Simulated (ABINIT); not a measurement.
Crystal: MgS (Niningerite).

```
CELL_PARAMETERS angstrom
0.00000 2.60165 2.60165
2.60165 0.00000 2.60165
2.60165 2.60165 0.00000
ATOMIC_POSITIONS crystal
S 0.50000 0.50000 0.50000
Mg 0.00000 0.00000 0.00000
```

Base run:

```yaml
Program: ABINIT 10.8.3 (patched build)
Functional: PBE
Potentials_or_basis: SPMS NC PBE v1.0
Cutoff: 707 eV
k_mesh: 6 × 6 × 6
Occupations: fixed
Spin: no spin polarisation
```

Its results: band gap on the k mesh 2.78 eV, indirect (least direct gap 3.71 eV); pressure 0.9 GPa.

The run is repeated on the same cell with these changes: functional from PBE to PBE0. What comes out?

Band gap on the k mesh 4.52 eV, indirect (least direct gap 5.53 eV); pressure -0.5 GPa.

PBE0 gives the wider gap, since exact exchange removes part of the self-interaction.

Caveats: the potentials were made for another functional, which shifts forces and pressure (some runs).

A k mesh can miss the band edges.
